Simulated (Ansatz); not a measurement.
# HfN (WC type): how the settings move a single-point run

Aim: see which settings change the result for HfN (WC type), by how much, and at what cost.

Program: Ansatz 0.2.0. Level of theory: reference: DFT r2SCAN, scalar-relativistic, plane waves, PAW. These are calculated values, not measurements.

1 further run of the same task is left out (it didn't finish). Runs told in other sessions of the task aren't counted.

### Step 1. The structure to begin with

It takes space group P-6m2 (No. 187, hexagonal). The conventional cell has a = 3.085 Å, b = 3.085 Å, c = 2.891 Å, α = 90.00°, β = 90.00°, γ = 120.00°. Hf (site symmetry -6m2) is surrounded by 6 N at 2.29 Å. Around N (site symmetry -6m2) lie 6 Hf at 2.29 Å.

Coordinates:

```cif
data_structure
_symmetry_space_group_name_H-M 'P 1'
_symmetry_Int_Tables_number 1
_cell_length_a 3.0854
_cell_length_b 3.0854
_cell_length_c 2.8909
_cell_angle_alpha 90.000
_cell_angle_beta 90.000
_cell_angle_gamma 120.000
_cell_volume 23.83
loop_
_atom_site_label
_atom_site_type_symbol
_atom_site_fract_x
_atom_site_fract_y
_atom_site_fract_z
_atom_site_occupancy
Hf1 Hf 0.00000 0.00000 0.00000 1
N1 N 0.66667 0.33333 0.50000 1
```

### Step 2. The reference run

input.yaml

```yaml
crystal:
  lattice:
    - [3.0854334487, 0.0, 0.0]
    - [-1.5427167244, 2.6720637483, 0.0]
    - [0.0, 0.0, 2.8908649372]
  atoms:
    - { symbol: Hf, position: [0.0, 0.0, 0.0] }
    - { symbol: "N", position: [0.6666666667, 0.3333333333, 0.5] }
basis:
  ecutwfc: 500
  ecutrho_ratio: 4
kpoints:
  mp_grid: { grid: [12, 12, 12] }
  band_path:
    path:
      - [[0.0, 0.0, 0.0], [0.5, 0.0, 0.0], [0.33333333, 0.33333333, 0.0], [0.0, 0.0, 0.0], [0.0, 0.0, 0.5], [0.5, 0.0, 0.5], [0.33333333, 0.33333333, 0.5], [0.0, 0.0, 0.5]]
      - [[0.5, 0.0, 0.5], [0.5, 0.0, 0.0]]
      - [[0.33333333, 0.33333333, 0.5], [0.33333333, 0.33333333, 0.0]]
    npoints: 14
hamiltonian:
  xc: r2scan
scf:
  occupations: { method: gaussian, width: 0.05 }
  n_extra_bands: 11
output:
  forces: true
  stress: true
  eigenvalues: true
  populations: true
  dos: { projected: true, de: 0.02, nscf_kmesh: { grid: [18, 18, 18] } }
  bader: true
  write_density: true
  write_potential: true
  elf: true
  volumetric_format: npy
```

On the command line:

```
$ ansatz run input.yaml --threads 2 --pin off --max-ram 2662MiB --backend cpu --events-out ev --progress --plain --runs-dir out
```

### Step 3. Variant: occupations.width 0.1

input.yaml

```yaml
crystal:
  lattice:
    - [3.085433448723, 2.886743673908e-11, 0.0]
    - [-1.542716724386, 2.672063748266, 0.0]
    - [0.0, 0.0, 2.8908649372]
  atoms:
    - { symbol: Hf, position: [-3.700743415525e-17, 0.0, 0.0] }
    - { symbol: "N", position: [0.6666666666667, 0.3333333333333, 0.5] }
basis:
  ecutwfc: 500
  ecutrho_ratio: 4
kpoints:
  mp_grid: { grid: [12, 12, 12] }
hamiltonian:
  xc: r2scan
scf:
  occupations: { method: gaussian, width: 0.1 }
output:
  forces: true
  stress: true
```

### Step 4. Changing settings: mp_grid.grid [18, 18, 18]

input.yaml

```yaml
crystal:
  lattice:
    - [3.085433448723, 2.886743673908e-11, 0.0]
    - [-1.542716724386, 2.672063748266, 0.0]
    - [0.0, 0.0, 2.8908649372]
  atoms:
    - { symbol: Hf, position: [-3.700743415525e-17, 0.0, 0.0] }
    - { symbol: "N", position: [0.6666666666667, 0.3333333333333, 0.5] }
basis:
  ecutwfc: 500
  ecutrho_ratio: 4
kpoints:
  mp_grid: { grid: [18, 18, 18] }
hamiltonian:
  xc: r2scan
scf:
  occupations: { method: gaussian, width: 0.05 }
output:
  forces: true
  stress: true
```

### Step 5. Changed: ecutwfc 450 eV, hubbard.sites [{species: Hf, l: d, u_eff: 2.0}], hubbard.double_counting amf, chi_scale 0.1

input.yaml

```yaml
crystal:
  lattice:
    - [3.085433448723, 2.886743673908e-11, 0.0]
    - [-1.542716724386, 2.672063748266, 0.0]
    - [0.0, 0.0, 2.8908649372]
  atoms:
    - { symbol: Hf, position: [-3.700743415525e-17, 0.0, 0.0] }
    - { symbol: "N", position: [0.6666666666667, 0.3333333333333, 0.5] }
basis:
  ecutwfc: "450 eV"
  ecutrho_ratio: 4
kpoints:
  mp_grid: { grid: [12, 12, 12] }
hamiltonian:
  xc: r2scan
  hubbard: { sites: [{ species: Hf, l: d, u_eff: 2.0 }], double_counting: amf }
scf:
  occupations: { method: gaussian, width: 0.05 }
  initial_density: { chi_scale: 0.1 }
output:
  forces: true
  stress: true
  write_density: true
  write_potential: true
  elf: true
  volumetric_format: npy
```

### Step 6. Changed: xc_grid 2, xc rpbe, preconditioner local_kerker

input.yaml

```yaml
crystal:
  lattice:
    - [3.085433448723, 2.886743673908e-11, 0.0]
    - [-1.542716724386, 2.672063748266, 0.0]
    - [0.0, 0.0, 2.8908649372]
  atoms:
    - { symbol: Hf, position: [-3.700743415525e-17, 0.0, 0.0] }
    - { symbol: "N", position: [0.6666666666667, 0.3333333333333, 0.5] }
basis:
  ecutwfc: 500
  ecutrho_ratio: 4
  xc_grid: 2
kpoints:
  mp_grid: { grid: [12, 12, 12] }
hamiltonian:
  xc: rpbe
scf:
  occupations: { method: gaussian, width: 0.05 }
  mixing: { preconditioner: local_kerker }
output:
  forces: true
  stress: true
```

What does the calculation give? Wanted: for each run, ending; energy change; pressure; gap; force.

**Answer**, as computed:

```tsv
run	ending	energy change	pressure (GPa)	gap (eV)	force (eV/Å)	cycles	time
reference	converged	0	0.0	0.00	0.00	8	35 s
1: occupations.width 0.1	converged	-0.3 meV/atom (σ→0)	0.0	0.00	0.00	8	6.6 s
2: mp_grid.grid [18, 18, 18]	converged	-0.4 meV/atom	0.1	0.00	0.00	8	17 s
3: ecutwfc 450 eV, hubbard.sites [{species: Hf, l: d, u_eff: 2.0}], hubbard.double_counting amf, chi_scale 0.1	converged	-12.5 meV/atom (Hubbard term changed: no physical gain or loss)	0.1	0.00	0.00	8	11 s
4: xc_grid 2, xc rpbe, preconditioner local_kerker	converged	not comparable	8.5	0.00	0.00	7	3.7 s
```

Times don't compare one to one where runs were asked for different outputs or read a saved state (see the inputs); cycles may leave out searches for a lower state.

Residual by cycle in the longest SCF loop of each run; runs are numbered as in the table. The quantity is the density residual dr2, in eV.

```tsv
cycle	reference	run 1	run 2	run 3	run 4
1	0.0572	0.0573	0.0572	0.354	0.031
2	0.0283	0.0284	0.0282	0.178	0.0084
3	0.00949	0.00909	0.00898	0.12	5.2e-4
4	0.00192	0.00194	0.00189	0.0101	2.7e-5
5	1.9e-4	2.3e-4	2.2e-4	2.0e-4	3.4e-6
6	7.5e-6	9.9e-6	9.2e-6	3.9e-5	5.6e-7
7	9.3e-8	1.1e-7	1.0e-7	3.0e-7	2.9e-8
8	8.8e-10	1.3e-9	1.1e-9	1.9e-8	-
```

**Reading.** Run 3 ran under the cutoff that the potentials recommend, as the log warns, so basis error is mixed into its values. A changed U is a change of model: its shifts are not errors of convergence.
